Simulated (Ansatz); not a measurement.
# SiO2: the cost of one run

Computed with Ansatz 0.2.0 (DFT PBE, scalar-relativistic, plane waves, PAW, unless a step's input says otherwise).

**1. The system as given**

Symmetry: F-43m, No. 216, cubic system. Conventional cell: a = 7.120 Å, b = 7.120 Å, c = 7.120 Å, α = 90.00°, β = 90.00°, γ = 90.00°. Si (site symmetry -43m) is surrounded by 4 O at 1.73 Å. Si (site symmetry -43m) has 4 O at 1.35 Å as nearest neighbours. Around O (site symmetry 3m) lie 1 Si at 1.35 Å.

As a file:

```cif
data_structure
_symmetry_space_group_name_H-M 'P 1'
_symmetry_Int_Tables_number 1
_cell_length_a 5.0346
_cell_length_b 5.0346
_cell_length_c 5.0346
_cell_angle_alpha 60.000
_cell_angle_beta 60.000
_cell_angle_gamma 60.000
_cell_volume 90.24
loop_
_atom_site_label
_atom_site_type_symbol
_atom_site_fract_x
_atom_site_fract_y
_atom_site_fract_z
_atom_site_occupancy
Si1 Si 0.50000 0.50000 0.50000 1
Si2 Si 0.25000 0.25000 0.25000 1
O1 O 0.35959 0.92122 0.35959 1
O2 O 0.35959 0.35959 0.92122 1
O3 O 0.35959 0.35959 0.35959 1
O4 O 0.92122 0.35959 0.35959 1
```

The guess is a distorted database cell: SiO2 type (Fd-3m) distorted into a subgroup (F-43m, No. 216).

**2. The guess as it stands, on a coarse mesh**

Contents of input.yaml:

```yaml
crystal:
  lattice:
    - [0.0, 3.55999994, 3.55999994]
    - [3.55999994, 0.0, 3.55999994]
    - [3.55999994, 3.55999994, 0.0]
  atoms:
    - { symbol: Si, position: [0.5, 0.5, 0.5] }
    - { symbol: Si, position: [0.25, 0.25, 0.25] }
    - { symbol: O, position: [0.35959318, 0.92122046, 0.35959318] }
    - { symbol: O, position: [0.35959318, 0.35959318, 0.92122046] }
    - { symbol: O, position: [0.35959318, 0.35959318, 0.35959318] }
    - { symbol: O, position: [0.92122046, 0.35959318, 0.35959318] }
basis:
  ecutwfc: 420
kpoints:
  mp_grid: { grid: [4, 4, 4] }
hamiltonian:
  xc: pbe
scf:
  occupations: { method: gaussian, width: 0.1 }
  lower_state_search: "off"
output:
  forces: true
  stress: true
  eigenvalues: true
```

The run is started by

```sh
> ansatz run input.yaml --threads 1 --pin off --max-ram 2048MiB --backend cpu --events-out ev --progress --plain --runs-dir out
```

What time and memory should one allow on 1 thread of Arm Neoverse V2, shared host?

About 2.3 s, with a peak of 0.28 GiB.
